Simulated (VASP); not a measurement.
# ZnSe (Stilleite) (F-43m) in VASP: further runs

Aim: see how the results for ZnSe (Stilleite) move with the level of theory and the settings. Levels: r2SCAN, PBEsol, HSE06. Tasks: relaxation of cell and atoms.

Program: VASP 6.6.1. These are calculated values, not measurements. Logs are shortened: lines on timing, memory, paths and dates and some standing lists are left out, and cuts for length are marked.

**1. Starting point**

Symmetry: F-43m, No. 216, cubic system. The conventional cell has a = 5.668 Å, b = 5.668 Å, c = 5.668 Å, α = 90.00°, β = 90.00°, γ = 90.00°. Zn (site symmetry -43m) is surrounded by 4 Se at 2.45 Å. Se (site symmetry -43m) is surrounded by 4 Zn at 2.45 Å.

**2. Relaxation of cell and atoms, r2SCAN**

Input file INCAR:

```
PREC     = Accurate       # precision mode
ENCUT    = 600            # plane-wave cutoff, eV
EDIFF    = 1E-7           # SCF threshold, eV
ISMEAR   = 0              # smearing method
SIGMA    = 0.03           # smearing width, eV
LREAL    = False          # projectors in reciprocal space
LASPH    = True           # aspherical terms in the spheres
NELM     = 80             # most SCF steps
ALGO     = Normal         # electronic algorithm
ISIF     = 3              # what is computed and relaxed
LWAVE    = False          # write WAVECAR
LCHARG   = False          # write CHGCAR
METAGGA  = R2SCAN         # meta-GGA
LMIXTAU  = True         
IBRION   = 2              # ionic algorithm
NSW      = 90             # ionic steps
EDIFFG   = -0.005         # ionic threshold
```

Input file KPOINTS:

```
regular mesh
0
Gamma
  8 8 8
```

Input file POSCAR:

```
ZnSe                                    
1.0
    0.0000000000      2.8338000000      2.8338000000
    2.8338000000      0.0000000000      2.8338000000
    2.8338000000      2.8338000000      0.0000000000
  Zn              Se            
     1     1
Direct
     0.0000000000000000    0.0000000000000000    0.0000000000000000
     0.2500000000000000    0.2500000000000000    0.2500000000000000
```

Potentials or basis: VASP PAW PBE potentials, release 64 (Zn, Se).

Run with:

```
$ cat potpaw_PBE.64/Zn/POTCAR potpaw_PBE.64/Se/POTCAR > POTCAR
$ mpirun -np 1 vasp_std > vasp.out
```

OUTCAR:

```text
PREC = Accurate
   ENCUT = 600
   EDIFF = 1E-7
   ISMEAR = 0
   LREAL = False
   LASPH = True
   NELM = 80
   ISIF = 3
   METAGGA = R2SCAN
   IBRION = 2
   NSW = 90
   EDIFFG = -0.005

 ion  position               nearest neighbor table
   1  0.000  0.000  0.000-   2 2.45   2 2.45   2 2.45   2 2.45
   2  0.250  0.250  0.250-   1 2.45   1 2.45   1 2.45   1 2.45

  LATTYP: Found a face centered cubic cell.
 ALAT       =     5.6676000000

  Lattice vectors:

 A1 = (   0.0000000000,   2.8338000000,   2.8338000000)
 A2 = (   2.8338000000,   0.0000000000,   2.8338000000)
 A3 = (   2.8338000000,   2.8338000000,   0.0000000000)

Analysis of symmetry for initial positions (statically):
=====================================================================
 Subroutine PRICEL returns:
 Original cell was already a primitive cell.

 Routine SETGRP: Setting up the symmetry group for a
 face centered cubic supercell.

 Subroutine GETGRP returns: Found 24 space group operations
 (whereof 24 operations were pure point group operations)
 out of a pool of 48 trial point group operations.

The static configuration has the point symmetry T_d .

Analysis of symmetry for dynamics (positions and initial velocities):
=====================================================================
 Subroutine PRICEL returns:
 Original cell was already a primitive cell.

 Routine SETGRP: Setting up the symmetry group for a
 face centered cubic supercell.

 Subroutine GETGRP returns: Found 24 space group operations
 (whereof 24 operations were pure point group operations)
 out of a pool of 48 trial point group operations.

The dynamic configuration has the point symmetry T_d .

 Subroutine INISYM returns: Found 24 space group operations
 (whereof 24 operations are pure point group operations),
 and found     1 'primitive' translations

----------------------------------------------------------------------------------------

                                     Primitive cell

  volume of cell :      45.5132

  direct lattice vectors                    reciprocal lattice vectors
     0.000000000  2.833800000  2.833800000    -0.176441527  0.176441527  0.176441527
     2.833800000  0.000000000  2.833800000     0.176441527 -0.176441527  0.176441527
     2.833800000  2.833800000  0.000000000     0.176441527  0.176441527 -0.176441527

  length of vectors
     4.007598393  4.007598393  4.007598393     0.305605690  0.305605690  0.305605690

  position of ions in fractional coordinates (direct lattice)
     0.000000000  0.000000000  0.000000000
     0.250000000  0.250000000  0.250000000

  ion indices of the primitive-cell ions
   primitive index   ion index
                 1           1
                 2           2

----------------------------------------------------------------------------------------

 KPOINTS: regular mesh

Automatic generation of k-mesh.
 Grid dimensions read from file:
 generate k-points for:    8    8    8

 Generating k-lattice:

  Cartesian coordinates                     Fractional coordinates (reciprocal lattice)
    -0.022055191  0.022055191  0.022055191     0.125000000  0.000000000  0.000000000
     0.022055191 -0.022055191  0.022055191     0.000000000  0.125000000  0.000000000
     0.022055191  0.022055191 -0.022055191     0.000000000  0.000000000  0.125000000

  Length of vectors
     0.038200711  0.038200711  0.038200711

  Shift w.r.t. Gamma in fractional coordinates (k-lattice)
     0.000000000  0.000000000  0.000000000

 Subroutine IBZKPT returns following result:
 ===========================================

 Found     29 irreducible k-points:

 Following reciprocal coordinates:
            Coordinates               Weight
  0.000000  0.000000  0.000000      1.000000
  0.125000  0.000000  0.000000      8.000000
  0.250000  0.000000  0.000000      8.000000
  0.375000  0.000000  0.000000      8.000000
  0.500000  0.000000  0.000000      4.000000
  0.125000  0.125000  0.000000      6.000000
[... 16 lines left out ...]
  0.500000  0.250000  0.125000     48.000000
 -0.375000  0.250000  0.125000     24.000000
 [... further k-points ...]
   k-points           NKPTS =     29   k-points in BZ     NKDIM =     29   number of bands    NBANDS=     13
   number of dos      NEDOS =    301   number of ions     NIONS =      2
   total plane-waves  NPLWV =  32768
   dimension x,y,z NGX =    32 NGY =   32 NGZ =   32
   dimension x,y,z NGXF=    64 NGYF=   64 NGZF=   64
   ions per type =               1   1
   NGX,Y,Z   is equivalent  to a cutoff of  13.27, 13.27, 13.27 a.u.
   NGXF,Y,Z  is equivalent  to a cutoff of  26.55, 26.55, 26.55 a.u.
 SYSTEM =  unknown system
   PREC   = accura    normal or accurate (medium, high low for compatibility)
   ISTART =      0    job   : 0-new  1-cont  2-samecut
   ICHARG =      2    charge: 1-file 2-atom 10-const
   ISPIN  =      1    spin polarized calculation?
   LNONCOLLINEAR =      F non collinear calculations
   LSORBIT =      F    spin-orbit coupling
   LASPH  =      T    aspherical Exc in radial PAW
   ENCUT  =  600.0 eV  44.10 Ry    6.64 a.u.   8.00  8.00  8.00*2*pi/ulx,y,z
   NELM   =     80;   NELMIN=  2; NELMDL= -5     # of ELM steps
   EDIFF  = 0.1E-06   stopping-criterion for ELM
   LREAL  =      F    real-space projection
   EDIFFG = -.5E-02   stopping-criterion for IOM
   NSW    =     90    number of steps for IOM
   IBRION =      2    ionic relax: 0-MD 1-quasi-New 2-CG
   NFREE  =      1    steps in history (QN), initial steepest desc. (CG)
   ISIF   =      3    stress and relaxation
   ISYM   =      2    0-nonsym 1-usesym 2-fastsym
   POTIM  = 0.5000    time-step for ionic-motion
   TEBEG  =    0.0;   TEEND  =   0.0 temperature during run
   PSTRESS=    0.0 pullay stress
   NELECT =      18.0000    total number of electrons
   NUPDOWN=      -1.0000    fix difference up-down
   EMIN   =  10.00;   EMAX   =-10.00  energy-range for DOS
   EFERMI =   0.00;   METHOD = LEGACY
   ISMEAR =     0;   SIGMA  =   0.03  broadening in eV -4-tet -1-fermi 0-gaus
   EFERMI_NEDOS =   21; number of points for ismear=-14 and -15
   IALGO  =     38    algorithm
   IMIX   =      4    mixing-type and parameters
     AMIX     =   0.40;   BMIX     =  1.00
     AMIX_MAG =   1.60;   BMIX_MAG =  1.00
  volume/ion in A,a.u.               =      22.76       153.57
  Fermi-wavevector in a.u.,A,eV,Ry     =   1.201673  2.270834 19.647073  1.444019
  Thomas-Fermi vector in A             =   2.337476
   LORBIT       =      0    0 simple, 1 ext, 2 COOP (PROOUT), +10 PAW based schemes
   METAGGA = R2SCAN    functional components
   LHFCALC =     F    Hartree Fock is set to
   AEXX    =    0.0000 exact exchange contribution
   IVDW    =     0    specifies the selected vdW correction
   LEPSILON=     F    determine dielectric tensor
   LRPA    =     F    only Hartree local field effects (RPA)
 conjugate gradient relaxation of ions
 non-spin polarized calculation
 Gauss-broadening in eV      SIGMA  =   0.03
  energy-cutoff  :      600.00
  volume of cell :       45.51
 maximum number of plane-waves:      1540
   NGX = 17   NGY = 17   NGZ = 17

 number of electron      17.9999991 magnetization

 Free energy of the ion-electron system (eV)
  ---------------------------------------------------
  ext. energy  EPLUGINS =         0.00000000
  ---------------------------------------------------
  free energy    TOTEN  =       -24.91071795 eV

  energy without entropy =      -24.91071795  energy(sigma->0) =      -24.91071795

 E-fermi :   1.4322     XC(G=0):  -9.9197

 val. band max:        1.2980212977   @ k =   0.0000   0.0000   0.0000
 cond. band min:       3.1653964761   @ k =   0.0000   0.0000   0.0000
 fundamental gap:      1.8673751783
 Fermi energy:         1.4321785858

 k-point     1 :       0.0000    0.0000    0.0000
  band No.  band energies     occupation
      1     -12.4152      2.00000
      2      -5.3970      2.00000
      3      -5.3970      2.00000
      4      -5.3970      2.00000
      5      -4.9892      2.00000
      6      -4.9892      2.00000
      7       1.2980      2.00000
      8       1.2980      2.00000
      9       1.2980      2.00000
     10       3.1654      0.00000
     11       7.6137      0.00000
     12       7.6139      0.00000
     13       7.6139      0.00000

 k-point     2 :       0.1250    0.0000    0.0000
  band No.  band energies     occupation
      1     -12.3112      2.00000
      2      -5.3877      2.00000
      3      -5.3803      2.00000
      4      -5.3802      2.00000
      5      -4.9905      2.00000
      6      -4.9905      2.00000
      7       0.0459      2.00000
      8       1.1449      2.00000
      9       1.1449      2.00000
     10       4.0873      0.00000
     11       7.5452      0.00000
     12       7.8745      0.00000
     13       7.8746      0.00000

 k-point     3 :       0.2500    0.0000    0.0000
  band No.  band energies     occupation
      1     -12.0410      2.00000
      2      -5.3430      2.00000
      3      -5.3429      2.00000
      4      -5.3252      2.00000
      5      -4.9892      2.00000
      6      -4.9892      2.00000
      7      -1.7358      2.00000
      8       0.8153      2.00000
      9       0.8154      2.00000
     10       4.5722      0.00000
     11       8.2526      0.00000
     12       8.2527      0.00000
     13       8.3876      0.00000

 k-point     4 :       0.3750    0.0000    0.0000
  band No.  band energies     occupation
      1     -11.7380      2.00000
      2      -5.3120      2.00000
      3      -5.3119      2.00000
      4      -5.1178      2.00000
      5      -4.9792      2.00000
      6      -4.9791      2.00000
      7      -3.2352      2.00000
      8       0.5262      2.00000
      9       0.5262      2.00000
     10       4.4405      0.00000
     11       8.2436      0.00000
     12       8.2437      0.00000
     13       9.8612      0.00000

 k-point     5 :       0.5000    0.0000    0.0000
  band No.  band energies     occupation
      1     -11.6003      2.00000
      2      -5.3015      2.00000
      3      -5.3014      2.00000
      4      -4.9719      2.00000
      5      -4.9718      2.00000
      6      -4.8344      2.00000
      7      -4.0034      2.00000
      8       0.4151      2.00000
      9       0.4152      2.00000
     10       4.3509      0.00000
     11       8.1634      0.00000
     12       8.1635      0.00000
     13      10.3719      0.00000
[... 257 lines left out ...]
 k-point    22 :       0.3750    0.2500    0.1250
  band No.  band energies     occupation
      1     -11.8297      2.00000
      2      -5.3444      2.00000
      3      -5.2873      2.00000
      4      -5.2577      2.00000
      5      -5.0042      2.00000
      6      -4.9644      2.00000
      7      -2.0846      2.00000
      8      -0.4534      2.00000
      9       0.3651      2.00000
     10       5.9629      0.00000
     11       6.6340      0.00000
     12       8.5011      0.00000
     13       9.6579      0.00000

 k-point    23 :       0.5000    0.2500    0.1250
  band No.  band energies     occupation
      1     -11.5766      2.00000
      2      -5.2914      2.00000
      3      -5.2602      2.00000
      4      -5.1123      2.00000
      5      -4.9770      2.00000
      6      -4.9293      2.00000
      7      -3.0816      2.00000
      8      -0.9970      2.00000
      9      -0.0033      2.00000
     10       6.0627      0.00000
     11       7.2953      0.00000
     12       8.5059      0.00000
     13      10.1184      0.00000

 k-point    24 :      -0.3750    0.2500    0.1250
  band No.  band energies     occupation
      1     -11.4641      2.00000
      2      -5.2818      2.00000
      3      -5.2455      2.00000
      4      -5.0240      2.00000
      5      -4.9832      2.00000
      6      -4.7834      2.00000
      7      -3.6492      2.00000
      8      -1.1305      2.00000
      9      -0.1895      2.00000
     10       6.0284      0.00000
     11       7.2618      0.00000
     12       9.2582      0.00000
     13      10.5339      0.00000

 [... further k-points ...]
[... 5 lines left out ...]
  --------------------------------------------------------------------------------------
  -------------------------------------------------------------------------------------
  Total       -0.0053131     -0.0053131     -0.0053131      0.0000000      0.0000000     -0.0000000
  in kB       -0.1870355     -0.1870355     -0.1870355      0.0000000      0.0000000     -0.0000000
  external PRESSURE =      -0.1870355 kB  Pullay stress =       0.0000000 kB

 VOLUME and BASIS-vectors are now :
 -----------------------------------------------------------------------------
  energy-cutoff  :      600.00
  volume of cell :       45.51
      direct lattice vectors                 reciprocal lattice vectors
     0.000000000  2.833800000  2.833800000    -0.176441527  0.176441527  0.176441527
     2.833800000  0.000000000  2.833800000     0.176441527 -0.176441527  0.176441527
     2.833800000  2.833800000  0.000000000     0.176441527  0.176441527 -0.176441527

 POSITION                                       TOTAL-FORCE (eV/Angst)
 -----------------------------------------------------------------------------------
      0.00000      0.00000      0.00000        -0.000000     -0.000000     -0.000000
      1.41690      1.41690      1.41690         0.000000      0.000000      0.000000
 -----------------------------------------------------------------------------------
    total drift:                                0.000026      0.000026      0.000026

  FREE ENERGIE OF THE ION-ELECTRON SYSTEM (eV)
  ---------------------------------------------------
  free  energy   TOTEN  =       -24.9107179527 eV

  energy  without entropy=      -24.9107179527  energy(sigma->0) =      -24.91071795

 reached required accuracy - stopping structural energy minimisation
```

Wall time 33 s (1 thread of Intel Xeon 6975P-C (Granite Rapids), shared host); peak memory 0.2 GiB.

Results:

```
Free energy             : -24.9107 eV
Pressure after relaxing : 0.0 GPa
Band gap on the k mesh  : 1.87 eV, direct
```

Final structure:
```
Zn Se
1.0
     0.00000    2.83380    2.83380
     2.83380    0.00000    2.83380
     2.83380    2.83380    0.00000
Zn Se
1 1
Direct
  0.00000 0.00000 0.00000
  0.25000 0.25000 0.25000
```

Caveat: the relaxation stopped at its first step, so nothing moved; the PAW data sets were made with another functional, which shifts forces and pressure a little.

**3. Relaxation of cell and atoms, PBEsol**

Input file INCAR:

```
SYSTEM = ZnSe
PREC     = Accurate       ! precision mode
ENCUT    = 600            ! plane-wave cutoff, eV
EDIFF    = 1E-6           ! SCF threshold, eV
ISMEAR   = 0              ! smearing method
SIGMA    = 0.03           ! smearing width, eV
LREAL    = .FALSE.        ! projectors in reciprocal space
LASPH    = .TRUE.         ! aspherical terms in the spheres
NELM     = 80             ! most SCF steps
ALGO     = Normal         ! electronic algorithm
ISIF     = 3              ! what is computed and relaxed
LWAVE    = .FALSE.        ! write WAVECAR
LCHARG   = .FALSE.        ! write CHGCAR
GGA      = PS             ! functional
IBRION   = 2              ! ionic algorithm
NSW      = 90             ! ionic steps
EDIFFG   = -0.01          ! ionic threshold
KPAR     = 4
```

Input file KPOINTS:

```
Automatic mesh
0
G
  8 8 8
  0 0 0
```

Input file POSCAR:

```
ZnSe
1.0
    0.0000000000      2.8338000000      2.8338000000
    2.8338000000      0.0000000000      2.8338000000
    2.8338000000      2.8338000000      0.0000000000
Zn Se
1 1
Direct
    0.0000000000      0.0000000000      0.0000000000
    0.2500000000      0.2500000000      0.2500000000
```

Potentials or basis: VASP PAW PBE potentials, release 64 (Zn, Se).

Run with:

```
$ cat potpaw_PBE.64/Zn/POTCAR potpaw_PBE.64/Se/POTCAR > POTCAR
$ mpirun -np 4 vasp_std > vasp.out
```

Wall time 9.8 s (4 MPI ranks of Intel Xeon 6975P-C (Granite Rapids), shared host); peak memory 0.19 GiB.

Results (log left out):

```yaml
Free_energy: -6.7732 eV
Relaxed_volume: 22.44 Å³/atom
Relaxed_cell: a = 3.989 Å, b = 3.989 Å, c = 3.989 Å, α = 60.00°, β = 60.00°, γ = 60.00°
Space_group_after_relaxing_to_0.05_Å: F-43m (No. 216)
Energy_gained_by_relaxing: 0.9 meV/atom
Ionic_steps: 3
Pressure_after_relaxing: 0.0 GPa
Band_gap_on_the_k_mesh: 1.23 eV, direct
```

Step by step:
| step | energy change (eV) | largest force (eV/Å) | pressure (GPa) | volume (Å³) |
| --- | --- | --- | --- | --- |
| 1 | 0.0000 | 0.0000 | -0.91 | 45.51 |
| 2 | -0.0017 | 0.0000 | 0.45 | 44.67 |
| 3 | -0.0019 | 0.0000 | 0.01 | 44.88 |

Final structure:
```
CELL_PARAMETERS angstrom
0.00000 2.82066 2.82066
2.82066 0.00000 2.82066
2.82066 2.82066 0.00000
ATOMIC_POSITIONS crystal
Zn 0.00000 0.00000 0.00000
Se 0.25000 0.25000 0.25000
```

Levels at points of the mesh, in eV from the valence-band top:
```
           k point  band 7  band 8  band 9  band 10  band 11  band 12
(0.00, 0.00, 0.00)    0.00    0.00    0.00     1.23     5.73     5.73
(0.50, 0.00, 0.00)   -5.37   -0.90   -0.90     2.47     6.30     6.30
(0.50, 0.50, 0.00)   -4.85   -2.26   -2.26     2.81     3.37    10.71
```

Caveat: the PAW data sets were made with another functional, which shifts forces and pressure a little. A hybrid or GW would open this gap; PBEsol tends to underestimate it.

[end of part 1 of 2]
